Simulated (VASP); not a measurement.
Crystal: NiO2.

```
Ni O
1.0
     2.79878    0.00000    0.00000
    -1.39939    2.42382    0.00000
     0.00000    0.00000    4.61827
Ni O
1 2
Direct
  0.00000 0.00000 0.50000
  0.66667 0.33333 0.70604
  0.33333 0.66667 0.29396
```

The cell comes from a database or a generator and needn't be the stable form of this composition.

| Item | Value |
| --- | --- |
| Program | VASP 6.6.1 |
| Task | relaxation of cell and atoms |
| Functional | PBEsol |
| Potentials or basis | VASP PAW PBE potentials, release 64 (Ni, O) |
| Cutoff | 600 eV |
| k mesh | 12 × 12 × 6 |
| Occupations | gaussian, width 0.02 eV |
| Spin | no spin polarisation |

At the start: pressure -4.2 GPa; volume 10.44 Å³/atom.

How do energy, volume and symmetry change on relaxing?

Over 13 steps the energy falls by 3.5 meV/atom and the volume is 10.29 Å³/atom (-1.4 %); space group P-3m1 (No. 164, to 0.05 Å).

The path:
```tsv
step	energy change (eV)	largest force (eV/Å)	pressure (GPa)	volume (Å³)
1	0.0000	0.4140	-4.17	31.33
2	0.0108	0.5286	7.02	30.11
3	-0.0103	0.0424	0.24	30.82
4	-0.0102	0.0503	0.11	30.83
5	-0.0105	0.0263	-0.09	30.87
6	-0.0106	0.0139	-0.04	30.89
7	-0.0106	0.0106	-0.13	30.90
8	-0.0106	0.0124	-0.12	30.89
9	-0.0106	0.0145	0.23	30.86
10	-0.0106	0.0008	0.07	30.88
11	-0.0106	0.0030	0.05	30.88
12	-0.0106	0.0050	-0.05	30.89
13	-0.0106	0.0037	0.02	30.88
```

Final structure:
```
CELL_PARAMETERS angstrom
2.78805 0.00000 0.00000
-1.39402 2.41452 0.00000
0.00000 0.00000 4.58791
ATOMIC_POSITIONS crystal
Ni 0.00000 0.00000 0.50000
O 0.66667 0.33333 0.70360
O 0.33333 0.66667 0.29640
```

Caveat: the PAW data sets were made with another functional, which shifts forces and pressure a little.
